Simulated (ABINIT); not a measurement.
Ag:

```
CELL_PARAMETERS angstrom
2.93000 0.00000 0.00000
-1.46500 2.53745 0.00000
0.00000 0.00000 4.79000
ATOMIC_POSITIONS crystal
Ag 0.66667 0.33333 0.75000
Ag 0.33333 0.66667 0.25000
```

This isn't the form of Ag at room conditions, which is fcc.

Base run:

| Item | Value |
| --- | --- |
| Program | ABINIT 10.8.3 (patched build) |
| Functional | WC |
| Potentials or basis | JTH PAW PBE v2.0 |
| Cutoff | 544 eV |
| k mesh | 10 × 10 × 6 |
| Occupations | fermi-dirac, width 0.05 eV |
| Spin | no spin polarisation |

Its results: band gap on the k mesh none (metal or under the smearing width); pressure -5.6 GPa.

The run is repeated on the same cell with these changes: functional from WC to revPBE. What comes out?

Band gap on the k mesh none (metal or under the smearing width); pressure 3.5 GPa.

revPBE binds less tightly than WC, so the same cell stands under more pressure.

Caveats: the PAW data sets were made with another functional, which shifts forces and pressure a little.
